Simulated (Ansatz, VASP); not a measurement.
**Ca: VASP beside Ansatz**

```
Ca
1.0
    -2.23174    2.23174    2.23174
     2.23174   -2.23174    2.23174
     2.23174    2.23174   -2.23174
Ca
1
Direct
  0.00000 0.00000 0.00000
```

Alike in both runs: task single point; functional RPBE; k mesh 11 × 11 × 11; occupations fermi-dirac, width 0.1 eV; no spin polarisation.

|  | VASP | Ansatz |
| --- | --- | --- |
| version | VASP 6.6.1 | Ansatz 0.2.0 |
| potentials or method | VASP PAW PBE potentials, release 64 (Ca_sv) | plane waves (420 eV) with PAW, scalar-relativistic |
| plane-wave cutoff (eV) | 520 | 420 |
| valence electrons in the cell | 10 | 10 |

|  | VASP | Ansatz | Ansatz less VASP |
| --- | --- | --- | --- |
| pressure (GPa) | 0.0 | 0.0 | -0.01 |

Caveats: the PAW data sets were made with another functional, which shifts forces and pressure a little (VASP).
